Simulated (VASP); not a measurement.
VASP inputs for BAs (CsCl)

INCAR

```
NBANDS = 11
PREC = Accurate
ENCUT = 520
LWAVE = .FALSE.
LASPH = .TRUE.
NSW = 0
EDIFF = 1E-7
NELM = 120
GGA = PE
LREAL = .FALSE.
LCHARG = .FALSE.
SIGMA = 0.02
ISIF = 2
ISMEAR = -1
IBRION = -1
```

KPOINTS

```
KPOINTS created by Atomic Simulation Environment
0
Gamma
8 8 8
0 0 0
```

KPOINTS_OPT

```
special points
6
Reciprocal
0.0000000000 0.0000000000 0.0000000000 1
0.0000000000 0.5000000000 0.0000000000 1
0.5000000000 0.5000000000 0.0000000000 1
0.5000000000 0.5000000000 0.5000000000 1
0.5000000000 0.5000000000 0.4500000000 1
0.3000000000 0.5000000000 0.3000000000 1
```

POSCAR

```
B  As
 1.0000000000000000
     2.9251576851005612    0.0000000000000000   -0.0000000000000000
     0.0000000000000000    2.9251576851005612    0.0000000000000000
    -0.0000000000000000    0.0000000000000000    2.9251576851005612
 B   As
   1   1
Cartesian
  0.0000000000000000 -0.0000000000000000 -0.0000000000000000
  1.4625788425502806  1.4625788425502806  1.4625788425502806
```

VASP ran with the recommended PBE PAW datasets (8 valence electrons in the cell).

Estimate the main results of this run.

gap between bands v and c -5.70 eV (bands overlap: a metal); least direct gap 0.04 eV; pressure 0.8 GPa.

Band v is the last that the valence electrons fill when counted band by band, and c is the next. Levels in eV from the top of v:

```json
{"point": "Γ", "v−1": "-3.69", "v": "-3.69", "c": "-3.00", "c+1": "2.82"}
{"point": "X", "v−1": "0.00", "v": "0.00", "c": "0.46", "c+1": "0.46"}
{"point": "M", "v−1": "-9.69", "v": "-8.33", "c": "1.30", "c+1": "2.37"}
{"point": "R", "v−1": "-5.91", "v": "-5.91", "c": "-5.38", "c+1": "-4.84"}
```
